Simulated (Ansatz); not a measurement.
KBr (Fm-3m): G0W0 and the treatment of frequencies and band sums

```xyz
2
Lattice="0.0000 3.2600 3.2600 3.2600 0.0000 3.2600 3.2600 3.2600 0.0000" Properties=species:S:1:pos:R:3 pbc="T T T"
K     0.0000    0.0000    0.0000
Br    3.2600    3.2600    3.2600
```

Held fixed (Ansatz):

```yaml
orbitals: PBE
datasets: soft PAW set, first generation
k_mesh: 4×4×4
response_cutoff: 200 eV
wave_cutoff: 420 eV
spin-orbit_coupling: off
```

The gap is read direct at Γ, linearised, between the Kohn-Sham band edges among the points solved. The direct gap is read between the top filled and lowest empty Kohn-Sham band at Γ. ε∞ is the electronic dielectric constant on this mesh. Runs with cut sums weigh the q → 0 term analytically. The completed-sum build treats it its own way, which on a coarse mesh shifts the gap as well.

```
                                                                                treatment  KS gap (eV)  G0W0 gap (eV)  direct at Γ (eV)   ε∞
                                         contour deformation, sums cut at 446 empty bands         4.54           7.15              7.15  2.4
                            plasmon pole fitted at 12.62i eV, sums cut at 446 empty bands         4.54           7.08              7.08  2.4
contour deformation, 182 empty bands and completed sums (trial build, its own q → 0 term)         4.54           7.29              7.29  2.4
```

Farthest from contour deformation, sums cut at 446 empty bands in the G0W0 gap: contour deformation, 182 empty bands and completed sums (trial build, its own q → 0 term) (+0.14 eV). The nearest differs by 0.069 eV.

Soft PAW datasets can miss an all-electron G0W0 gap by more than 5 %. The cell is a model at fixed atoms and needn't be the relaxed known crystal. The mesh is coarse, so these are values at the stated settings, not converged ones. Band sums or response are cut, so the gap isn't at its basis limit.
